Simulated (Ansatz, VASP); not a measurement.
# One calculation of Si15Ni, two programs

```
CELL_PARAMETERS angstrom
0.00000 5.43700 5.43700
5.43700 0.00000 5.43700
5.43700 5.43700 0.00000
ATOMIC_POSITIONS crystal
Ni 0.00000 0.00000 0.00000
Si 0.00085 0.00085 0.49915
Si 0.00085 0.49915 0.00085
Si 0.00085 0.49915 0.49915
Si 0.49915 0.00085 0.00085
Si 0.49915 0.00085 0.49915
Si 0.49915 0.49915 0.00085
Si 0.50000 0.50000 0.50000
Si 0.12022 0.12022 0.12022
Si 0.12022 0.12022 0.63934
Si 0.12022 0.63934 0.12022
Si 0.12355 0.62548 0.62548
Si 0.63934 0.12022 0.12022
Si 0.62548 0.12355 0.62548
Si 0.62548 0.62548 0.12355
Si 0.62548 0.62548 0.62548
```

Alike in both runs: task single point; functional PBEsol; k mesh 3 × 3 × 3; occupations gaussian, width 0.05 eV; no spin polarisation; Hubbard terms Ni d U = 5.0 eV.

|  | VASP | Ansatz |
| --- | --- | --- |
| version | VASP 6.6.1 | Ansatz 0.2.0 |
| potentials or method | VASP PAW PBE potentials, release 64 (Ni, Si) | scalar-relativistic, plane waves, PAW |
| plane-wave cutoff (eV) | 520 | 420 |
| valence electrons in the cell | 70 | 78 |

VASP gave:

| Quantity | Value |
| --- | --- |
| gap on the k mesh at the Fermi level (eV) | none |
| pressure (GPa) | -2.5 |
| rms of the force components (eV/Å) | 0.050 |

Question: Estimate Ansatz's values.

Answer: gap on the k mesh at the Fermi level (eV): none; pressure (GPa): -2.3; rms of the force components (eV/Å): 0.003.

The programs project onto different local orbitals, so the same U acts differently. Atom by atom the forces differ by 0.050 eV/Å (rms over components). A gap of «none» marks a metal or a gap that the smearing closes. The two sets of potentials don't hold the same shells in valence. Ansatz warned: «filled_band_counts_differ_across_k_points».

Caveats: the PAW data sets were made with another functional, which shifts forces and pressure a little (VASP); U without spin polarisation on a metal has little footing; the U is typed as a test and isn't derived for this compound. Spin polarisation is off, so any magnetic state and its effect on volume and gap are missing.
